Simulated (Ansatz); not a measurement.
Crystal: Bi.

```
Bi
1.0
    -1.98143    1.98143    1.98143
     1.98143   -1.98143    1.98143
     1.98143    1.98143   -1.98143
Bi
1
Direct
  0.00000 0.00000 0.00000
```

This isn't the form of Bi at room conditions, which is rhombohedral.

| Item | Value |
| --- | --- |
| Program | Ansatz 0.2.0 |
| Task | relaxation of cell and atoms |
| Functional | BLYP |
| Potentials or basis | all-electron LAPW, scalar-relativistic |
| Basis error allowed | 0.001 eV/atom |
| k mesh | 9 × 9 × 9 |
| Occupations | fermi-dirac, width 0.05 eV |
| Spin | no spin polarisation |

At the start: volume 31.12 Å³/atom.

Question: How do energy, volume and symmetry change on relaxing?

Answer: Over 5 steps the energy falls by 44.3 meV/atom and the volume is 34.26 Å³/atom (+10.1 %); space group Im-3m (No. 229, to 0.05 Å).

The path:
| step | energy change (eV) | largest force (eV/Å) | volume (Å³) |
| --- | --- | --- | --- |
| 1 | 0.0000 | 0.0000 | 31.12 |
| 2 | -0.0434 | 0.0000 | 34.76 |
| 3 | -0.0443 | 0.0000 | 34.35 |
| 4 | -0.0443 | 0.0000 | 34.26 |
| 5 | -0.0443 | 0.0000 | 34.26 |

Final structure:
```cif
data_structure
_symmetry_space_group_name_H-M 'P 1'
_symmetry_Int_Tables_number 1
_cell_length_a 3.5437
_cell_length_b 3.5437
_cell_length_c 3.5437
_cell_angle_alpha 109.471
_cell_angle_beta 109.471
_cell_angle_gamma 109.471
_cell_volume 34.26
loop_
_atom_site_label
_atom_site_type_symbol
_atom_site_fract_x
_atom_site_fract_y
_atom_site_fract_z
_atom_site_occupancy
Bi1 Bi 0.00000 0.00000 0.00000 1
```
